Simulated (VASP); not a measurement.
# Eu (P-1) in VASP: convergence with PREC

Aim: find how far PREC must go before the results for Eu settle, at PBE. This setting moves, with any that are tied to it; all else stays.

Everything below comes from runs of VASP 6.6.1. Logs are shortened: lines on timing, memory, paths and dates and some standing lists are left out, and cuts for length are marked.

### Step 1. The cell of the first run

The typed cell holds 1 atom: a = 4.009 Å, b = 4.049 Å, c = 3.934 Å, α = 109.10°, β = 108.93°, γ = 110.85°.

The cell isn't the ideal one: cell strained at random at fixed volume.

### Step 2. With PREC Low

The input, INCAR:

```
SYSTEM = Eu
PREC = Low ; ENCUT = 520
EDIFF = 1E-6 ; ISMEAR = 1
SIGMA = 0.1 ; LREAL = .False.
LASPH = .True. ; NELM = 120
ALGO = Normal ; ISIF = 2
LWAVE = .False. ; LCHARG = .False.
ISPIN = 2 ; MAGMOM = 7
LORBIT = 11 ; LMAXMIX = 6
GGA = PE ; NBANDS = 18
```

The input, KPOINTS:

```
regular mesh
0
Gamma
  6 6 6
  0 0 0
```

The input, POSCAR:

```
Eu
1.0
   -2.3334590000      2.3407260000      2.2693770000
    2.3647790000     -2.3436320000      2.3036030000
    2.2653740000      2.2755470000     -2.2722830000
Eu
1
Direct
   -0.0052980000     -0.0068880000     -0.0030150000
```

Potentials or basis: VASP PAW PBE potentials, release 64 (Eu).

The run is started by

```sh
cat potpaw_PBE.64/Eu/POTCAR > POTCAR
mpirun -np 1 vasp_std > vasp.out
```

Run time: 76 s. Hardware: 1 thread of Intel Xeon Platinum 8488C (Sapphire Rapids), shared host; peak memory 0.25 GiB.

Results:

- Free energy: -11.3910 eV
- Pressure: -1.8 GPa
- Band gap on the k mesh: none (metal or under the smearing width)
- Net moment: 7.51 μB per cell
- Site moments: Eu +6.73 μB
- Valence electrons inside the program's atomic spheres: Eu 14.72

### Step 3. With PREC Medium

Edit INCAR of step 2 so:

```diff
@@ -1,3 +1,3 @@
 SYSTEM = Eu
-PREC = Low ; ENCUT = 520
+PREC = Medium ; ENCUT = 520
 EDIFF = 1E-6 ; ISMEAR = 1
```

KPOINTS is that of step 2.

POSCAR is that of step 2.

Potentials or basis: VASP PAW PBE potentials, release 64 (Eu).

The run is started by

```sh
cat potpaw_PBE.64/Eu/POTCAR > POTCAR
mpirun -np 1 vasp_std > vasp.out
```

Wall time 78 s (1 thread of Intel Xeon Platinum 8488C (Sapphire Rapids), shared host); peak memory 0.26 GiB.

Results:

| Quantity | Value |
| --- | --- |
| Free energy | -11.3907 eV |
| Pressure | -1.6 GPa |
| Band gap on the k mesh | none (metal or under the smearing width) |
| Net moment | 7.51 μB per cell |
| Site moments | Eu +6.73 μB |
| Valence electrons inside the program's atomic spheres | Eu 14.72 |

### Step 4. With PREC Single

Edit INCAR of step 3 so:

```diff
@@ -1,3 +1,3 @@
 SYSTEM = Eu
-PREC = Medium ; ENCUT = 520
+PREC = Single ; ENCUT = 520
 EDIFF = 1E-6 ; ISMEAR = 1
```

KPOINTS is that of step 3.

POSCAR is that of step 3.

The run is started by

```sh
cat potpaw_PBE.64/Eu/POTCAR > POTCAR
mpirun -np 1 vasp_std > vasp.out
```

It took 2.9 min on 1 thread of Intel Xeon Platinum 8488C (Sapphire Rapids), shared host; peak memory 0.26 GiB.

What came out:

| Item | Value |
| --- | --- |
| Free energy | -11.3909 eV |
| Pressure | -1.8 GPa |
| Band gap on the k mesh | none (metal or under the smearing width) |
| Net moment | 7.51 μB per cell |
| Site moments | Eu +6.73 μB |
| Valence electrons inside the program's atomic spheres | Eu 14.72 |

### Step 5. With PREC Normal

Edit INCAR of step 4 so:

```diff
@@ -1,3 +1,3 @@
 SYSTEM = Eu
-PREC = Single ; ENCUT = 520
+PREC = Normal ; ENCUT = 520
 EDIFF = 1E-6 ; ISMEAR = 1
```

KPOINTS is that of step 4.

POSCAR is that of step 4.

The run is started by

```sh
cat potpaw_PBE.64/Eu/POTCAR > POTCAR
mpirun -np 1 vasp_std > vasp.out
```

Run time: 88 s. Hardware: 1 thread of Intel Xeon Platinum 8488C (Sapphire Rapids), shared host; peak memory 0.27 GiB.

Results:

| Quantity | Value |
| --- | --- |
| Free energy | -11.3905 eV |
| Pressure | -1.8 GPa |
| Band gap on the k mesh | none (metal or under the smearing width) |
| Net moment | 7.51 μB per cell |
| Site moments | Eu +6.73 μB |
| Valence electrons inside the program's atomic spheres | Eu 14.72 |

### Step 6. With PREC High

Edit INCAR of step 5 so:

```diff
@@ -1,3 +1,3 @@
 SYSTEM = Eu
-PREC = Normal ; ENCUT = 520
+PREC = High ; ENCUT = 520
 EDIFF = 1E-6 ; ISMEAR = 1
```

KPOINTS is that of step 5.

POSCAR is that of step 5.

Potentials or basis: VASP PAW PBE potentials, release 64 (Eu).

The run is started by

```sh
cat potpaw_PBE.64/Eu/POTCAR > POTCAR
mpirun -np 1 vasp_std > vasp.out
```

Run time: 3 min. Hardware: 1 thread of Intel Xeon Platinum 8488C (Sapphire Rapids), shared host; peak memory 0.28 GiB.

Results:

```yaml
Free_energy: -11.3905 eV
Pressure: -1.8 GPa
Band_gap_on_the_k_mesh: none (metal or under the smearing width)
Net_moment: 7.51 μB per cell
Site_moments: Eu +6.73 μB
Valence_electrons_inside_the_program's_atomic_spheres: Eu 14.72
```

### Step 7. With PREC Accurate

Edit INCAR of step 6 so:

```diff
@@ -1,3 +1,3 @@
 SYSTEM = Eu
-PREC = High ; ENCUT = 520
+PREC = Accurate ; ENCUT = 520
 EDIFF = 1E-6 ; ISMEAR = 1
```

KPOINTS is that of step 6.

POSCAR is that of step 6.

Potentials or basis: VASP PAW PBE potentials, release 64 (Eu).

The run is started by

```sh
cat potpaw_PBE.64/Eu/POTCAR > POTCAR
mpirun -np 1 vasp_std > vasp.out
```

OUTCAR:

```text
SYSTEM = Eu
   PREC = Accurate
   ENCUT = 520
   EDIFF = 1E-6
   ISMEAR = 1
   LREAL = .False.
   LASPH = .True.
   NELM = 120
   ISIF = 2
   ISPIN = 2
   LORBIT = 11
   GGA = PE

 ion  position               nearest neighbor table
   1  0.995  0.993  0.997-

  LATTYP: Found a triclinic cell.
 ALAT       =    10.4508827725
 B/A-ratio  =     0.6348356347
 C/A-ratio  =     0.3763904072
 COS(alpha) =     0.0036011208
 COS(beta)  =     0.2542195291
 COS(gamma) =     0.9513209612

  Lattice vectors:

 A1 = (   4.7663230000,  -9.3006310000,   0.0371320000)
 A2 = (   4.6982380000,  -4.6843580000,   0.0342260000)
 A3 = (  -2.2653740000,  -2.2755470000,   2.2722830000)

Analysis of symmetry for initial positions (statically):
=====================================================================
 Subroutine PRICEL returns:
 Original cell was already a primitive cell.

 Routine SETGRP: Setting up the symmetry group for a
 triclinic supercell.

 Subroutine GETGRP returns: Found  2 space group operations
 (whereof  1 operations were pure point group operations)
 out of a pool of  2 trial point group operations.

The static configuration has the point symmetry C_1 .
 The point group associated with its full space group is S_2 .

Analysis of symmetry for dynamics (positions and initial velocities):
=====================================================================
 Subroutine PRICEL returns:
 Original cell was already a primitive cell.

 Routine SETGRP: Setting up the symmetry group for a
 triclinic supercell.

 Subroutine GETGRP returns: Found  2 space group operations
 (whereof  1 operations were pure point group operations)
 out of a pool of  2 trial point group operations.

The dynamic configuration has the point symmetry C_1 .
 The point group associated with its full space group is S_2 .

Analysis of structural, dynamic, and magnetic symmetry:
=====================================================================
 Subroutine PRICEL returns:
 Original cell was already a primitive cell.

 Routine SETGRP: Setting up the symmetry group for a
 triclinic supercell.

 Subroutine GETGRP returns: Found  2 space group operations
 (whereof  1 operations were pure point group operations)
 out of a pool of  2 trial point group operations.

The overall configuration has the point symmetry C_1 .
 The point group associated with its full space group is S_2 .

 Subroutine INISYM returns: Found  2 space group operations
 (whereof  1 operations are pure point group operations),
 and found     1 'primitive' translations

----------------------------------------------------------------------------------------

[... 99 lines left out ...]
   TEBEG  =    0.0;   TEEND  =   0.0 temperature during run
   PSTRESS=    0.0 pullay stress
   NELECT =      17.0000    total number of electrons
   NUPDOWN=      -1.0000    fix difference up-down
   EMIN   =  10.00;   EMAX   =-10.00  energy-range for DOS
   EFERMI =   0.00;   METHOD = LEGACY
   ISMEAR =     1;   SIGMA  =   0.10  broadening in eV -4-tet -1-fermi 0-gaus
   EFERMI_NEDOS =   21; number of points for ismear=-14 and -15
   IALGO  =     38    algorithm
   IMIX   =      4    mixing-type and parameters
     AMIX     =   0.40;   BMIX     =  1.00
     AMIX_MAG =   1.60;   BMIX_MAG =  1.00
  volume/ion in A,a.u.               =      48.86       329.71
  Fermi-wavevector in a.u.,A,eV,Ry     =   1.151447  2.175919 18.039011  1.325830
  Thomas-Fermi vector in A             =   2.288104
   LORBIT       =     11    0 simple, 1 ext, 2 COOP (PROOUT), +10 PAW based schemes
   GGA     = PE    functional components
   LHFCALC =     F    Hartree Fock is set to
   AEXX    =    0.0000 exact exchange contribution
   IVDW    =     0    specifies the selected vdW correction
   LEPSILON=     F    determine dielectric tensor
   LRPA    =     F    only Hartree local field effects (RPA)
 spin polarized calculation
 Methfessel and Paxton  Order N= 1 SIGMA  =   0.10
  energy-cutoff  :      520.00
  volume of cell :       48.86
 maximum number of plane-waves:      1332
 NGX is ok and might be reduce to    30
   NGX = 15   NGY = 15   NGZ = 15

 number of electron      16.9999999 magnetization       7.5104464

 Free energy of the ion-electron system (eV)
  ---------------------------------------------------
  ext. energy  EPLUGINS =         0.00000000
  ---------------------------------------------------
  free energy    TOTEN  =       -11.39051132 eV

  energy without entropy =      -11.38984540  energy(sigma->0) =      -11.39028934

 E-fermi :   1.6098     XC(G=0):  -8.2332

 val. band max:        1.6077353876   @ k =   0.3333  -0.0000   0.3333
 cond. band min:       1.6114773994   @ k =  -0.1667   0.5000   0.1667
 fundamental gap:      0.0037420118
 Fermi energy:         1.6098461735

 spin component 1

 k-point     1 :       0.0000    0.0000    0.0000
  band No.  band energies     occupation
      1     -40.1795      1.00000
      2     -18.8381      1.00000
      3     -18.8345      1.00000
      4     -18.8306      1.00000
      5      -2.6306      1.00000
      6       1.0797      1.00000
[... 493 lines left out ...]
     17       6.5118      0.00000
     18       7.3029      0.00000

 [... further k-points ...]

 spin component 2

 k-point     1 :       0.0000    0.0000    0.0000
  band No.  band energies     occupation
      1     -37.0101      1.00000
      2     -16.4794      1.00000
      3     -16.4740      1.00000
      4     -16.4709      1.00000
      5      -1.7715      1.00000
      6       4.1322      0.00000
[... 493 lines left out ...]
     17       7.8525      0.00000
     18       8.5823      0.00000

 [... further k-points ...]

------------------------ aborting loop because EDIFF is reached ----------------------------------------

  FORCE on cell =-STRESS in cart. coord.  units (eV):
  Direction    XX          YY          ZZ          XY          YZ          ZX
  --------------------------------------------------------------------------------------
  -------------------------------------------------------------------------------------
  Total       -0.5523405     -0.5572505     -0.5551017      0.0951877      0.0092504     -0.0397458
  in kB      -18.1123924    -18.2734001    -18.2029358      3.1214031      0.3033414     -1.3033463
  external PRESSURE =     -18.1962428 kB  Pullay stress =       0.0000000 kB

 VOLUME and BASIS-vectors are now :
 -----------------------------------------------------------------------------
  energy-cutoff  :      520.00
  volume of cell :       48.86
      direct lattice vectors                 reciprocal lattice vectors
    -2.333459000  2.340726000  2.269377000     0.001707747  0.216787896  0.218801853
     2.364779000 -2.343632000  2.303603000     0.214554852  0.003301186  0.217208414
     2.265374000  2.275547000 -2.272283000     0.219217731  0.219857336 -0.001361693

 POSITION                                       TOTAL-FORCE (eV/Angst)
 -----------------------------------------------------------------------------------
      2.28594      2.26952      2.27966         0.000000     -0.000000     -0.000000
 -----------------------------------------------------------------------------------
    total drift:                               -0.000009      0.000008     -0.000008

  FREE ENERGIE OF THE ION-ELECTRON SYSTEM (eV)
  ---------------------------------------------------
  free  energy   TOTEN  =       -11.3905113159 eV

  energy  without entropy=      -11.3898453958  energy(sigma->0) =      -11.39028934

 total charge

# of ion       s       p       d       f       tot
--------------------------------------------------
    1        2.077   5.720   0.239   6.686  14.722

 magnetization (x)

# of ion       s       p       d       f       tot
--------------------------------------------------
    1       -0.004  -0.092   0.146   6.685   6.734
```

OSZICAR:

```text
N       E                     dE             d eps       ncg     rms          rms(c)
DAV:   1     0.111340765557E+03    0.11134E+03   -0.64363E+03  9638   0.389E+03
[... 11 lines left out ...]
DAV:  13    -0.113907942465E+02    0.72379E-03   -0.20174E-03 13776   0.881E-01    0.167E+00
DAV:  14    -0.113904056874E+02    0.38856E-03   -0.99598E-04 14534   0.599E-01    0.844E-01
DAV:  15    -0.113904610858E+02   -0.55398E-04   -0.15499E-04 14734   0.359E-01    0.561E-01
DAV:  16    -0.113905117628E+02   -0.50677E-04   -0.73858E-05 13622   0.213E-01    0.336E-01
DAV:  17    -0.113905135729E+02   -0.18101E-05   -0.15479E-04 13020   0.201E-01    0.678E-02
DAV:  18    -0.113905114736E+02    0.20993E-05   -0.13007E-05 15764   0.577E-02    0.619E-02
DAV:  19    -0.113905113159E+02    0.15768E-06   -0.13560E-06  9942   0.254E-02
   1 F= -.11390511E+02 E0= -.11390289E+02  d E =-.665920E-03  mag=     7.5105
```

Wall time 2.9 min (1 thread of Intel Xeon Platinum 8488C (Sapphire Rapids), shared host); peak memory 0.32 GiB.

What came out:

```
Free energy                                           : -11.3905 eV
Pressure                                              : -1.8 GPa
Band gap on the k mesh                                : none (metal or under the smearing width)
Net moment                                            : 7.51 μB per cell
Site moments                                          : Eu +6.73 μB
Valence electrons inside the program's atomic spheres : Eu 14.72
```

### Step 8. The series at a glance

| PREC | energy less the tightest run, at zero smearing (meV/atom) | pressure (GPa) | SCF cycles | CPU time (s) | peak memory (GiB) |
| --- | --- | --- | --- | --- | --- |
| Low | -0.44 | -1.79 | 18 | 75 | 0.25 |
| Medium | -0.15 | -1.61 | 19 | 77 | 0.26 |
| Single | -0.34 | -1.78 | 18 | 170 | 0.26 |
| Normal | -0.02 | -1.78 | 19 | 88 | 0.27 |
| High | -0.03 | -1.77 | 19 | 180 | 0.28 |
| Accurate | 0.00 | -1.82 | 19 | 170 | 0.32 |

Against the tightest run, the energy stays within 1 meV/atom from Low on; the pressure stays within 0.1 GPa from Single on. The tightest run that finished is the yardstick and may itself not be fully converged.

Caveats: spin-orbit coupling is left out, which moves the levels of the heavy elements.
